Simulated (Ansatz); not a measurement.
Crystal: GaAs.

```
CELL_PARAMETERS angstrom
0.00000 2.82685 2.82685
2.82685 0.00000 2.82685
2.82685 2.82685 0.00000
ATOMIC_POSITIONS crystal
As 0.75000 0.75000 0.75000
Ga 0.00000 0.00000 0.00000
```

Base run:

| Item | Value |
| --- | --- |
| Program | Ansatz 0.2.0 |
| Functional | r2SCAN |
| Potentials or basis | Ansatz PAW |
| Cutoff | 500 eV (not typed: the program's choice for these potentials) |
| k mesh | 6 × 6 × 6 |
| Occupations | fermi-dirac, width 0.05 eV |
| Spin | no spin polarisation |

Its results: band gap on the k mesh 1.01 eV, direct; pressure 0.5 GPa.

Q: The run is repeated on the same cell with these changes: functional from r2SCAN to PBE; cutoff from 500 eV (not typed: the program's choice for these potentials) to 420 eV (not typed: the program's choice for these potentials); k mesh from 6 × 6 × 6 to 8 × 8 × 8. What comes out?

A: Band gap on the k mesh 0.52 eV, direct; pressure 3.3 GPa.

Several settings changed at once, so the effect can't be laid on one alone.

Caveats: the PAW data sets come from PBE, with cores solved anew for the run's functional, which leaves a small shift of forces and pressure (some runs).
